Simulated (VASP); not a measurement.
# CaSe: optical spectrum of independent particles, by functional and spin-orbit coupling

CaSe, F-43m (no. 216), 2 atoms in the cell.

| Functional | Spin-orbit coupling | ε at zero frequency, electronic | Mean energy of the absorption, weighted by Im ε (eV) | Refractive index at 633 nm | Refractive index at 1064 nm | Direct gap on the mesh (eV) | Time (s) |
|---|---|---|---|---|---|---|---|
| PBE | no | 4.34 | 6.47 | 2.20 | 2.12 | 3.24 | 17 |
| LDA | no | 4.56 | 6.28 | 2.27 | 2.18 | 2.99 | 15 |
| PBEsol | no | 4.45 | 6.38 | 2.23 | 2.15 | 3.09 | 18 |
| r2SCAN | no | 3.93 | 7.00 | 2.07 | 2.01 | 3.71 | 116 |
| TB-mBJ | no | 3.51 | 7.42 | 1.93 | 1.89 | 4.74 | 115 |
| AM05 | no | 4.32 | 6.49 | 2.19 | 2.12 | 3.29 | 17 |
| PBE | yes | 4.35 | 6.46 | 2.20 | 2.12 | 3.14 | 118 |
| TB-mBJ | yes | 3.51 | 7.42 | 1.93 | 1.89 | 4.65 | 751 |

Limits: The pull between electron and hole is left out; rows 1, 2, 3, 4, 6, 7: the onset follows the functional's gap, which semilocal functionals usually make too small.

## Input of the first row

INCAR:
```
PREC = Accurate ; ENCUT = 310
ISMEAR = 0 ; SIGMA = 0.02
EDIFF = 1E-7 ; LASPH = True
KPAR = 4 ; LWAVE = True
LCHARG = False ; LOPTICS = True
ALGO = Normal ; NBANDS = 24
NEDOS = 2000 ; CSHIFT = 0.1
GGA = PE
```

KPOINTS:
```
k-points
0
Gamma
  12 12 12
```

POSCAR:
```
CaSe
1.0
    0.0000000000      3.3000000000      3.3000000000
    3.3000000000      0.0000000000      3.3000000000
    3.3000000000      3.3000000000      0.0000000000
Se Ca
1 1
Direct
    0.2500000000      0.2500000000      0.2500000000
    0.0000000000      0.0000000000      0.0000000000
```

Commands:
```
cat potpaw_PBE.64/Se/POTCAR potpaw_PBE.64/Ca_sv/POTCAR > POTCAR
mpirun -np 4 vasp_std > vasp.out
```

Changes of row 7 against the first:
```
- NBANDS = 24
+ NBANDS = 48
+ LSORBIT = True
+ MAGMOM = 6*0
+ GGA_COMPAT = False
- vasp_std
+ vasp_ncl
```

VASP 6.6.1 took 17 s on 4 cores (Intel Xeon 6975P-C (Granite Rapids)), a shared host.
